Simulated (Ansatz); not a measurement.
The crystal is Boron (R-3m, 12 atoms a cell).

```
B
1.0
     2.45895    1.41968    4.19350
    -2.45895    1.41968    4.19350
     0.00000   -2.83935    4.19350
B
12
Cartesian
  -1.5821 0.9134 2.8264
  0.0000 -1.8269 2.8264
  1.5821 0.9134 2.8264
  1.5821 -0.9134 9.7541
  -1.5821 -0.9134 9.7541
  0.0000 1.8269 9.7541
  -1.0067 0.5812 4.4995
  0.0000 -1.1625 4.4995
  1.0067 0.5812 4.4995
  1.0067 -0.5812 8.0810
  -1.0067 -0.5812 8.0810
  0.0000 1.1625 8.0810
```

The cell and positions come from the Crystallography Open Database and are kept as given unless a step says otherwise. PAW set soft_2, made with PBE.

Gaps computed with Ansatz 0.2.0 without a self-energy: LDA 1.44 eV, HSE06 2.01 eV and PBE0 2.68 eV. The mean ε∞ by LDA perturbation theory is 9.36.

Question: Estimate the G0W0@LDA gap with 4×4×4 mesh, 564 empty bands, screening to 200 eV, default PAW files.

About 1.93 eV: on its mesh the run moves the gap from 1.44 eV by +0.49 eV. Among the scalar-relativistic levels given, HSE06 is nearest (+0.08 eV). One-shot corrections scale roughly with one over ε∞, here 0.11. Bands and cutoff are finite, so the gap is not at the basis limit. The miss can reach some tenths of an eV and take either sign; the mesh is an error of its own.

[Paths, hosts, dates, memory and timing lines, banners, echoed tables and standing remarks are left out of the program output.]

[Logs are printed without paths, hosts, clocks, repeated set-up lines and the standing remarks that a program may print on its own settings, such as how far it seeks lower states.]

[Runs of the session that timed out or met a known fault of the program may be left out.]

[Cells called generated may have been cut or substituted from an entry of the Crystallography Open Database or the Materials Project.]

[Hosts, paths, dates, database ids (printed as entryN), source tags and the programs' standing remarks are cut or masked in the printed files.]
